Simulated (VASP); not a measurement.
**InP in VASP: one cell, several levels of theory**

Aim: gap, levels, forces and stress of InP in the zincblende structure, under -4.0 % strain along z alone at fixed geometry. Runs: PBE, r2SCAN. The results are then set beside those of Ansatz 0.2.0 for the same cell.

Code: VASP 6.6.1. PAW datasets, plane waves. Spin-unpolarised throughout; all numbers are computed.

### 1 Starting point

The cell comes from an earlier relaxation with r2SCAN in another program, then strained, with the atoms relaxed again.

Space group I-4m2 (No. 119), tetragonal; a = 4.177 Å, c = 5.671 Å in the conventional setting, 24.74 Å³ an atom. Around In lie 4 P at 2.52 Å; around P lie 4 In at 2.52 Å.

The structure in full:

```cif
data_structure
_symmetry_space_group_name_H-M 'I-4m2'
_symmetry_Int_Tables_number 119
_cell_length_a 4.1773
_cell_length_b 4.1773
_cell_length_c 5.6713
_cell_angle_alpha 90.000
_cell_angle_beta 90.000
_cell_angle_gamma 90.000
_cell_volume 98.96
loop_
_atom_site_label
_atom_site_type_symbol
_atom_site_symmetry_multiplicity
_atom_site_Wyckoff_symbol
_atom_site_fract_x
_atom_site_fract_y
_atom_site_fract_z
_atom_site_occupancy
In1 In 2 a 0.00000 0.00000 0.00000 1
P1 P 2 c 0.00000 0.50000 0.25000 1
```

### 2 PBE

INCAR

```
ENCUT = 520.000000
SIGMA = 0.020000
EDIFF = 1.00e-07
GGA = PE
PREC = Accurate
IBRION = -1
ISIF = 2
ISMEAR = -1
NBANDS = 16
NELM = 120
NSW = 0
LASPH = .TRUE.
LCHARG = .FALSE.
LWAVE = .FALSE.
LREAL = .FALSE.
```

KPOINTS

```
KPOINTS created by Atomic Simulation Environment
0
Gamma
8 8 8
0 0 0
```

KPOINTS_OPT

```
special points
6
Reciprocal
0.0000000000 0.0000000000 0.0000000000 1
-0.5000000000 -0.5000000000 0.0000000000 1
-0.3750000000 -0.3750000000 0.2500000000 1
-0.3750000000 0.0000000000 0.3750000000 1
0.0000000000 0.0000000000 0.5000000000 1
-0.5000000000 -0.2500000000 0.2500000000 1
```

POSCAR

```
In P
 1.0000000000000000
     0.0000000000000000    2.9537876347999998    2.8356361294000001
     2.9537876347999998    0.0000000000000000    2.8356361294000001
     2.9537876347999998    2.9537876347999998    0.0000000000000000
 In  P
   1   1
Cartesian
  0.0000000000000000  0.0000000000000000  0.0000000000000000
  1.4768938173999997  1.4768938173999997  1.4178180646999998
```

The run uses the recommended PBE PAW datasets (18 valence electrons a neutral cell).

On the command line:

```bash
> mpirun -np 1 vasp_std
```

Standard output, without the iteration lines:

```text
POSCAR found type information on POSCAR InP
 POSCAR found :  2 types and       2 ions
 LDA part: xc-table for (Slater+PW92), standard interpolation
 POSCAR, INCAR and KPOINTS ok, starting setup
 FFT: planning ... GRIDC
 FFT: planning ... GRID_SOFT
 FFT: planning ... GRID
 WAVECAR not read
 entering main loop
 Start KPOINTS_OPT (optional k-point list driver)
k-point batch [1-6\6]
```

OSZICAR:

```text
N       E                     dE             d eps       ncg     rms          rms(c)
DAV:   1     0.113669295834E+03    0.11367E+03   -0.84061E+03  1904   0.126E+03
DAV:   2    -0.132986970691E+01   -0.11500E+03   -0.10983E+03  2152   0.307E+02
DAV:   3    -0.858416693068E+01   -0.72543E+01   -0.72219E+01  2376   0.747E+01
DAV:   4    -0.877499001050E+01   -0.19082E+00   -0.19076E+00  2488   0.130E+01
DAV:   5    -0.878411049470E+01   -0.91205E-02   -0.91203E-02  2744   0.244E+00    0.585E+00
DAV:   6    -0.838369920160E+01    0.40041E+00   -0.62370E-01  2992   0.131E+01    0.351E+00
DAV:   7    -0.835227422411E+01    0.31425E-01   -0.16826E-01  2760   0.333E+00    0.128E+00
DAV:   8    -0.835253744560E+01   -0.26322E-03   -0.16486E-02  2408   0.153E+00    0.352E-01
DAV:   9    -0.835313464080E+01   -0.59720E-03   -0.13200E-03  2456   0.385E-01    0.163E-01
DAV:  10    -0.835328243734E+01   -0.14780E-03   -0.26116E-04  2864   0.225E-01    0.108E-01
DAV:  11    -0.835335629044E+01   -0.73853E-04   -0.12168E-04  2304   0.100E-01    0.480E-02
DAV:  12    -0.835335559774E+01    0.69270E-06   -0.84779E-06  2224   0.283E-02    0.127E-02
DAV:  13    -0.835335595080E+01   -0.35306E-06   -0.15366E-06  2440   0.615E-03    0.979E-03
DAV:  14    -0.835335607793E+01   -0.12713E-06   -0.19493E-07  2464   0.448E-03    0.191E-03
DAV:  15    -0.835335610397E+01   -0.26046E-07   -0.12504E-08  1648   0.995E-04
   1 F= -.83533561E+01 E0= -.83533561E+01  d E =-.123886E-09
       N       E                     dE             ncg
DAV:   1     0.201727519945E+04   -0.33015E+04      192
DAV:   2     0.133666045878E+04   -0.68061E+03      232
DAV:   3     0.129351819975E+04   -0.43142E+02      264
DAV:   4     0.129239426485E+04   -0.11239E+01      280
DAV:   5     0.129234540514E+04   -0.48860E-01      288
DAV:   6     0.129234462623E+04   -0.77891E-03      280
DAV:   7     0.129234459196E+04   -0.34274E-04      272
DAV:   8     0.129234459166E+04   -0.30119E-06      280
DAV:   9     0.129234459166E+04   -0.43576E-08      208
```

The lines after F= are the extra pass for the points of KPOINTS_OPT, at fixed density; their E is not a total energy.

Parts of OUTCAR:

```text
k-points           NKPTS =     59   k-points in BZ     NKDIM =     59   number of bands    NBANDS=     16

   NELECT =      18.0000    total number of electrons

   dimension x,y,z NGX =    30 NGY =   30 NGZ =   32
   dimension x,y,z NGXF=    60 NGYF=   60 NGZF=   64

  energy-cutoff  :      520.00
  volume of cell :       49.48
      direct lattice vectors                 reciprocal lattice vectors
     0.000000000  2.953787635  2.835636129    -0.169274187  0.169274187  0.176327278
     2.953787635  0.000000000  2.835636129     0.169274187 -0.169274187  0.176327278
     2.953787635  2.953787635  0.000000000     0.169274187  0.169274187 -0.176327278

 k-points in reciprocal lattice and weights: KPOINTS created by Atomic Simulation Env
   0.00000000  0.00000000  0.00000000       0.002
   0.12500000  0.00000000  0.00000000       0.016
   0.25000000  0.00000000  0.00000000       0.016
   0.37500000  0.00000000  0.00000000       0.016
   0.50000000  0.00000000  0.00000000       0.008
   0.12500000  0.12500000  0.00000000       0.004
   0.25000000  0.12500000  0.00000000       0.016
   0.37500000  0.12500000  0.00000000       0.016
[... 51 more k-points ...]

 E-fermi :   5.8351

 k-point     1 :       0.0000    0.0000    0.0000
  band No.  band energies     occupation
      1      -8.8499      2.00000
      2      -8.8499      2.00000
      3      -8.8325      2.00000
      4      -8.6870      2.00000
      5      -8.6821      2.00000
      6      -6.2534      2.00000
      7       5.3164      2.00000
      8       5.3164      2.00000
      9       5.4980      2.00000
     10       6.1755      0.00000
     11       9.4399      0.00000
     12       9.4989      0.00000
     13       9.4989      0.00000
     14      14.0240      0.00000
     15      14.5423      0.00000
     16      15.1332      0.00000

 k-point     2 :       0.1250    0.0000    0.0000
  band No.  band energies     occupation
      1      -8.8660      2.00000
      2      -8.8419      2.00000
      3      -8.8293      2.00000
      4      -8.6875      2.00000
      5      -8.6813      2.00000
      6      -6.0700      2.00000
      7       3.8379      2.00000
      8       5.1127      2.00000
      9       5.2615      2.00000
     10       7.0983      0.00000
     11       9.5749      0.00000
     12       9.7676      0.00000
     13       9.8174      0.00000
     14      13.9775      0.00000
     15      14.3318      0.00000
     16      14.8831      0.00000

 k-point     3 :       0.2500    0.0000    0.0000
  band No.  band energies     occupation
      1      -8.9113      2.00000
      2      -8.8249      2.00000
      3      -8.8140      2.00000
      4      -8.6866      2.00000
      5      -8.6765      2.00000
      6      -5.5573      2.00000
      7       1.9059      2.00000
      8       4.7067      2.00000
      9       4.9065      2.00000
     10       7.2131      0.00000
     11      10.1262      0.00000
     12      10.1979      0.00000
     13      10.7986      0.00000
     14      13.9064      0.00000
     15      13.9813      0.00000
     16      14.6724      0.00000

 k-point     4 :       0.3750    0.0000    0.0000
  band No.  band energies     occupation
      1      -8.9544      2.00000
      2      -8.8125      2.00000
      3      -8.8016      2.00000
      4      -8.6817      2.00000
      5      -8.6668      2.00000
      6      -4.8683      2.00000
      7       0.2809      2.00000
      8       4.3752      2.00000
      9       4.6196      2.00000
     10       6.9909      0.00000
     11      10.1188      0.00000
     12      10.3833      0.00000
     13      12.1081      0.00000
     14      14.3000      0.00000
     15      14.9565      0.00000
     16      14.9986      0.00000

 k-point     5 :       0.5000    0.0000    0.0000
  band No.  band energies     occupation
      1      -8.9715      2.00000
      2      -8.8087      2.00000
      3      -8.7977      2.00000
      4      -8.6782      2.00000
      5      -8.6613      2.00000
      6      -4.4721      2.00000
      7      -0.4393      2.00000
      8       4.2524      2.00000
      9       4.5140      2.00000
     10       6.8943      0.00000
     11      10.0510      0.00000
     12      10.3655      0.00000
     13      12.5277      0.00000
     14      14.9037      0.00000
     15      15.9134      0.00000
     16      16.2081      0.00000

[... the tables of k-points 6 to 59 left out ...]

  Total        1.2568999      1.2568999      1.7048119      0.0000000     -0.0000000      0.0000000
  in kB       40.6979227     40.6979227     55.2011366      0.0000000     -0.0000000      0.0000000
  external PRESSURE =      45.5323273 kB  Pullay stress =       0.0000000 kB

 POSITION                                       TOTAL-FORCE (eV/Angst)
 -----------------------------------------------------------------------------------
      0.00000      0.00000      0.00000        -0.000000     -0.000000      0.000000
      1.47689      1.47689      1.41782         0.000000      0.000000     -0.000000
 -----------------------------------------------------------------------------------
    total drift:                                0.000002      0.000002      0.000007

  FREE ENERGIE OF THE ION-ELECTRON SYSTEM (eV)
  ---------------------------------------------------
  free  energy   TOTEN  =        -8.3533561040 eV

  energy  without entropy=       -8.3533561038  energy(sigma->0) =       -8.35335610
```

Hardware: 1 MPI rank of Intel Xeon Platinum 8488C, shared host.

The levels at the points of KPOINTS_OPT are read from vasprun.xml.

Levels at the named points, in eV from the top of band v (v: the last filled band by count, c: the next):

| point | v−1 | v | c | c+1 |
| --- | --- | --- | --- | --- |
| Γ | -0.18 | 0.00 | 0.68 | 3.94 |
| X | -2.65 | -2.65 | 1.47 | 1.90 |
| U | -3.49 | -2.26 | 2.03 | 4.07 |
| K | -3.51 | -2.02 | 2.34 | 4.42 |
| L | -1.25 | -0.98 | 1.40 | 4.55 |
| W | -3.13 | -3.10 | 4.07 | 4.20 |

Gap with PBE: 0.68 eV, direct (Γ). Pressure: 4.55 GPa; the forces vanish within 0.01 eV/Å.

### 3 r2SCAN

INCAR

```
ENCUT = 520.000000
SIGMA = 0.010000
EDIFF = 1.00e-07
ALGO = Normal
METAGGA = R2SCAN
PREC = Accurate
IBRION = -1
ISIF = 2
ISMEAR = 0
NBANDS = 16
NELM = 120
NSW = 0
LASPH = .TRUE.
LCHARG = .FALSE.
LWAVE = .FALSE.
LREAL = .FALSE.
```

KPOINTS is that of step 2.

KPOINTS_OPT is that of step 2.

POSCAR is that of step 2.

On the command line:

```bash
> mpirun -np 1 vasp_std
```

Printed to the terminal (iteration lines stand in OSZICAR):

```text
POSCAR found type information on POSCAR InP
 POSCAR found :  2 types and       2 ions
 -----------------------------------------------------------------------------
|                                                                             |
|                                                                             |
|     You enforced a specific xc type in the INCAR file but a different       |
|     I HOPE YOU KNOW WHAT YOU ARE DOING!                                     |
|                                                                             |
 -----------------------------------------------------------------------------

 LDA part: xc-table for (None), standard interpolation
 POSCAR, INCAR and KPOINTS ok, starting setup
 FFT: planning ... GRIDC
 FFT: planning ... GRID_SOFT
 FFT: planning ... GRID
 WAVECAR not read
 entering main loop
 Start KPOINTS_OPT (optional k-point list driver)
k-point batch [1-6\6]
```

OSZICAR:

```text
N       E                     dE             d eps       ncg     rms          rms(c)
DAV:   1     0.894339195075E+02    0.89434E+02   -0.85699E+03  1904   0.129E+03
DAV:   2    -0.283083020039E+02   -0.11774E+03   -0.11248E+03  2176   0.313E+02
DAV:   3    -0.356635507137E+02   -0.73552E+01   -0.73243E+01  2376   0.765E+01
DAV:   4    -0.358673562440E+02   -0.20381E+00   -0.20373E+00  2592   0.134E+01
DAV:   5    -0.358772864111E+02   -0.99302E-02   -0.99300E-02  2752   0.248E+00    0.774E+00
DAV:   6    -0.322819299277E+02    0.35954E+01   -0.16401E+00  2424   0.288E+01    0.404E+00
DAV:   7    -0.322626223555E+02    0.19308E-01   -0.28136E-01  2448   0.393E+00    0.256E+00
DAV:   8    -0.322710724971E+02   -0.84501E-02   -0.17250E-02  2584   0.117E+00    0.116E+00
DAV:   9    -0.322724224884E+02   -0.13500E-02   -0.22298E-03  2280   0.389E-01    0.959E-02
DAV:  10    -0.322724488504E+02   -0.26362E-04   -0.39275E-04  2528   0.211E-01    0.115E-01
DAV:  11    -0.322724820119E+02   -0.33161E-04   -0.44772E-05  2696   0.577E-02    0.598E-02
DAV:  12    -0.322724770500E+02    0.49619E-05   -0.22776E-05  2432   0.593E-02    0.332E-02
DAV:  13    -0.322724763107E+02    0.73931E-06   -0.27216E-06  2480   0.112E-02    0.168E-02
DAV:  14    -0.322724764114E+02   -0.10067E-06   -0.78339E-08  1752   0.384E-03    0.904E-03
DAV:  15    -0.322724765210E+02   -0.10961E-06   -0.19574E-07  1944   0.876E-03    0.736E-03
DAV:  16    -0.322724764817E+02    0.39285E-07   -0.24383E-08  1208   0.181E-03
   1 F= -.32272476E+02 E0= -.32272476E+02  d E =-.139072E-80
       N       E                     dE             ncg
DAV:   1     0.198570821325E+04   -0.33331E+04      192
DAV:   2     0.128487485998E+04   -0.70083E+03      224
DAV:   3     0.123938452994E+04   -0.45490E+02      248
DAV:   4     0.123814272686E+04   -0.12418E+01      280
DAV:   5     0.123809258028E+04   -0.50147E-01      272
DAV:   6     0.123809135491E+04   -0.12254E-02      288
DAV:   7     0.123809129424E+04   -0.60675E-04      296
DAV:   8     0.123809129391E+04   -0.32662E-06      280
DAV:   9     0.123809129390E+04   -0.65929E-08      200
```

OUTCAR, selected sections:

```text
k-points           NKPTS =     59   k-points in BZ     NKDIM =     59   number of bands    NBANDS=     16

   NELECT =      18.0000    total number of electrons

   dimension x,y,z NGX =    30 NGY =   30 NGZ =   32
   dimension x,y,z NGXF=    60 NGYF=   60 NGZF=   64

  energy-cutoff  :      520.00
  volume of cell :       49.48
      direct lattice vectors                 reciprocal lattice vectors
     0.000000000  2.953787635  2.835636129    -0.169274187  0.169274187  0.176327278
     2.953787635  0.000000000  2.835636129     0.169274187 -0.169274187  0.176327278
     2.953787635  2.953787635  0.000000000     0.169274187  0.169274187 -0.176327278

 k-points in reciprocal lattice and weights: KPOINTS created by Atomic Simulation Env
   0.00000000  0.00000000  0.00000000       0.002
   0.12500000  0.00000000  0.00000000       0.016
   0.25000000  0.00000000  0.00000000       0.016
   0.37500000  0.00000000  0.00000000       0.016
   0.50000000  0.00000000  0.00000000       0.008
   0.12500000  0.12500000  0.00000000       0.004
   0.25000000  0.12500000  0.00000000       0.016
   0.37500000  0.12500000  0.00000000       0.016
[... 51 more k-points ...]

 E-fermi :   5.4606

 k-point     1 :       0.0000    0.0000    0.0000
  band No.  band energies     occupation
      1      -9.4940      2.00000
      2      -9.4940      2.00000
      3      -9.4768      2.00000
      4      -9.3037      2.00000
      5      -9.2978      2.00000
      6      -6.9161      2.00000
      7       5.1371      2.00000
      8       5.1371      2.00000
      9       5.3284      2.00000
     10       6.4636      0.00000
     11       9.6084      0.00000
     12       9.6753      0.00000
     13       9.6753      0.00000
     14      14.4031      0.00000
     15      14.8279      0.00000
     16      15.4373      0.00000

 k-point     2 :       0.1250    0.0000    0.0000
  band No.  band energies     occupation
      1      -9.5132      2.00000
      2      -9.4853      2.00000
      3      -9.4730      2.00000
      4      -9.3042      2.00000
      5      -9.2969      2.00000
      6      -6.7220      2.00000
      7       3.6998      2.00000
      8       4.9272      2.00000
      9       5.0844      2.00000
     10       7.3242      0.00000
     11       9.7568      0.00000
     12       9.9545      0.00000
     13      10.0076      0.00000
     14      14.2507      0.00000
     15      14.6241      0.00000
     16      15.2776      0.00000

 k-point     3 :       0.2500    0.0000    0.0000
  band No.  band energies     occupation
      1      -9.5651      2.00000
      2      -9.4666      2.00000
      3      -9.4559      2.00000
      4      -9.3033      2.00000
      5      -9.2920      2.00000
      6      -6.1822      2.00000
      7       1.6803      2.00000
      8       4.5061      2.00000
      9       4.7159      2.00000
     10       7.4264      0.00000
     11      10.3198      0.00000
     12      10.3994      0.00000
     13      11.0641      0.00000
     14      14.1928      0.00000
     15      14.2643      0.00000
     16      15.0158      0.00000

 k-point     4 :       0.3750    0.0000    0.0000
  band No.  band energies     occupation
      1      -9.6135      2.00000
      2      -9.4521      2.00000
      3      -9.4413      2.00000
      4      -9.2986      2.00000
      5      -9.2824      2.00000
      6      -5.4615      2.00000
      7      -0.0202      2.00000
      8       4.1603      2.00000
      9       4.4165      2.00000
     10       7.1878      0.00000
     11      10.2956      0.00000
     12      10.5738      0.00000
     13      12.4121      0.00000
     14      14.6635      0.00000
     15      15.3127      0.00000
     16      15.3608      0.00000

 k-point     5 :       0.5000    0.0000    0.0000
  band No.  band energies     occupation
      1      -9.6325      2.00000
      2      -9.4475      2.00000
      3      -9.4365      2.00000
      4      -9.2953      2.00000
      5      -9.2770      2.00000
      6      -5.0496      2.00000
      7      -0.7711      2.00000
      8       4.0319      2.00000
      9       4.3060      2.00000
     10       7.0858      0.00000
     11      10.2187      0.00000
     12      10.5476      0.00000
     13      12.8075      0.00000
     14      15.3540      0.00000
     15      16.3236      0.00000
     16      16.6369      0.00000

[... the tables of k-points 6 to 59 left out ...]

  Total        0.7141927      0.7141927      1.2145789      0.0000000      0.0000000      0.0000000
  in kB       23.1252776     23.1252776     39.3275853      0.0000000      0.0000000      0.0000000
  external PRESSURE =      28.5260469 kB  Pullay stress =       0.0000000 kB

 POSITION                                       TOTAL-FORCE (eV/Angst)
 -----------------------------------------------------------------------------------
      0.00000      0.00000      0.00000         0.000000      0.000000      0.000000
      1.47689      1.47689      1.41782        -0.000000     -0.000000      0.000000
 -----------------------------------------------------------------------------------
    total drift:                                0.000014      0.000014      0.000041

  FREE ENERGIE OF THE ION-ELECTRON SYSTEM (eV)
  ---------------------------------------------------
  free  energy   TOTEN  =       -32.2724764817 eV

  energy  without entropy=      -32.2724764817  energy(sigma->0) =      -32.27247648
```

Hardware: 1 MPI rank of Intel Xeon Platinum 8488C, shared host.

The levels at the points of KPOINTS_OPT are read from vasprun.xml.

Band energies at the special points (eV, zero at the top of v, the last band that the electrons fill by count):

| point | v−1 | v | c | c+1 |
| --- | --- | --- | --- | --- |
| Γ | -0.19 | 0.00 | 1.14 | 4.28 |
| X | -2.75 | -2.75 | 1.70 | 2.16 |
| U | -3.61 | -2.35 | 2.30 | 4.42 |
| K | -3.63 | -2.10 | 2.62 | 4.79 |
| L | -1.30 | -1.02 | 1.76 | 4.89 |
| W | -3.25 | -3.20 | 4.35 | 4.61 |

The r2SCAN gap is 1.14 eV, direct at Γ. Pressure: 2.85 GPa; the forces vanish within 0.01 eV/Å.

### 4 Results

| level | gap (eV) | pressure (GPa) | Ansatz: gap (eV) | Ansatz: pressure (GPa) |
| --- | --- | --- | --- | --- |
| PBE | 0.68 | 4.55 | 0.68 | 4.61 |
| r2SCAN | 1.14 | 2.85 | 1.13 | 2.98 |

In words: The gap spans 0.68 eV (PBE) to 1.14 eV (r2SCAN). Spin-orbit coupling is left out, though the cell holds In (Z = 49); in an element this heavy it can shift bands and gaps by tenths of an eV. At this one volume the pressure spans 2.9 GPa (r2SCAN) to 4.6 GPa (PBE): PBE wants the largest cell and r2SCAN the smallest. The two programs agree on the gap within 0.01 eV, far less than the spread between functionals. Each program uses its own PAW datasets and cutoff.
